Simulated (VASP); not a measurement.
Wanted: the native input for a VASP 6.6.1 run.

```yaml
Task: relaxation of the atoms
Functional: PBE
Potentials_or_basis: VASP PAW PBE potentials, release 64 (Cs_sv, Ag, Bi, Br)
Cutoff: 300 eV
k_mesh: 2 × 2 × 2
Occupations: gaussian, width 0.03 eV
Spin: no spin polarisation
Further_INCAR_settings: ALGO = Fast; EDIFF = 1e-07; IBRION = 2; EDIFFG = -0.01; NSW = 40
```

The structure of Cs2AgBiBr6 lies in POSCAR:

```
Cs2AgBiBr6                              
1.0
   -0.0000000000      5.7577286772      5.7577286772
    5.7577286772      0.0000000000      5.7577286772
    5.7577286772      5.7577286772     -0.0000000000
  Cs              Ag              Bi              Br            
     2     1     1     6
Direct
     0.2500000000000000    0.2500000000000000    0.2500000000000000
     0.7500000000000000    0.7500000000000000    0.7500000000000000
     0.5000000000000000    0.5000000000000000    0.5000000000000000
     1.0000000000000000    0.0000000000000000    1.0000000000000000
     0.2502896072630912    0.7497103927369088    0.2502896072630912
     0.2502896072630912    0.7497103927369088    0.7497103927369088
     0.7497103927369088    0.2502896072630912    0.7497103927369088
     0.7497103927369088    0.2502896072630912    0.2502896072630912
     0.2502896072630912    0.2502896072630912    0.7497103927369088
     0.7497103927369088    0.7497103927369088    0.2502896072630912
```

These files were run (other wordings do the same):

INCAR

```
SYSTEM = Cs2AgBiBr6
ALGO = Fast
EDIFF = 1E-7
EDIFFG = -0.01
ENCUT = 300
GGA = PE
IBRION = 2
ISIF = 2
ISMEAR = 0
LASPH = .True.
LCHARG = .False.
LREAL = .False.
LWAVE = .False.
NELM = 80
NSW = 40
PREC = Accurate
SIGMA = 0.03
```

KPOINTS

```
k-points
0
Gamma
  2 2 2
  0 0 0
```

Potentials or basis: VASP PAW PBE potentials, release 64 (Cs_sv, Ag, Bi, Br).

Command:

```bash
$ cat potpaw_PBE.64/Cs_sv/POTCAR potpaw_PBE.64/Ag/POTCAR potpaw_PBE.64/Bi/POTCAR potpaw_PBE.64/Br/POTCAR > POTCAR
$ mpirun -np 2 vasp_std > vasp.out
```

It gave:

The pressure after relaxing is 0.0 GPa. The band gap on the k mesh is 1.32 eV, indirect (least direct gap 2.35 eV).

Caveat: the k mesh is coarse (spacing up to 0.47 Å⁻¹), so the values aren't converged; the cutoff is under 1.25 times the usual one of these potentials, so pressure, stress and relaxed cells hold a basis-set (Pulay) error; the relaxation stopped at its first step, so nothing moved; spin-orbit coupling is left out, which as a rule narrows the gap of such compounds by several tenths of an eV.

Wall time 24 s on 2 MPI ranks on Intel(R) Xeon(R) Platinum 8488C (Sapphire Rapids) (shared host), peak memory 0.24 GiB a rank.
